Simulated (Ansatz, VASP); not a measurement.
Two plane-wave programs on Ir

File INCAR:

```
SYSTEM = Ir
  PREC = Accurate
  ENCUT = 520
  EDIFF = 1E-6
  ISMEAR = 0
  SIGMA = 0.1
  LREAL = .FALSE.
  LASPH = .TRUE.
  NELM = 80
  ALGO = Normal
  ISIF = 2
  LWAVE = .FALSE.
  LCHARG = .FALSE.
  GGA = PS
  NBANDS = 16
```

KPOINTS

```
Automatic mesh
0
G
  8 8 8
  0 0 0
```

POSCAR

```
Ir
1.0
   -2.3790015229      2.3790015229      1.2977892458
    2.3790015229     -2.3790015229      1.2977892458
    2.3790015229      2.3790015229     -1.2977892458
Ir
2
Direct
    0.0000000000      0.0000000000      0.0000000000
    0.7500000000      0.2500000000      0.5000000000
```

Input for Ansatz:

```yaml
crystal:
  lattice:
    - [-2.3790015229, 2.3790015229, 1.2977892458]
    - [2.3790015229, -2.3790015229, 1.2977892458]
    - [2.3790015229, 2.3790015229, -1.2977892458]
  atoms:
    - { symbol: Ir, position: [0.0, 0.0, 0.0] }
    - { symbol: Ir, position: [0.75, 0.25, 0.5] }
basis:
  ecutwfc: 420
kpoints:
  mp_grid: { grid: [8, 8, 8] }
hamiltonian:
  xc: pbesol
scf:
  occupations: { method: gaussian, width: 0.1 }
  lower_state_search: "off"
output:
  forces: true
  stress: true
  eigenvalues: true
```

Alike in both runs: task single point; functional PBEsol; k mesh 8 × 8 × 8; occupations gaussian, width 0.1 eV; no spin polarisation.

```csv
,VASP,Ansatz
version,VASP 6.6.1,Ansatz 0.2.0
potentials or method,"VASP PAW PBE potentials, release 64 (Ir)","scalar-relativistic, plane waves, PAW"
plane-wave cutoff (eV),520,420
valence electrons in the cell,18,34
```

```tsv
	VASP	Ansatz	Ansatz less VASP
gap on the k mesh at the Fermi level (eV)	none	none	-
pressure (GPa)	23.5	22.7	-0.86
largest component of the traceless stress (GPa)	8.80	8.82	+0.013
```

A gap of «none» marks a metal or a gap that the smearing closes. The two sets of potentials don't hold the same shells in valence.

Caveats: so large a pressure means that the cell lies far from this level's equilibrium, or that cutoff or potentials fall short (VASP); the potentials were made for another functional, which shifts forces and pressure (VASP). The runs have no spin-orbit coupling, so splittings on Ir are missing.
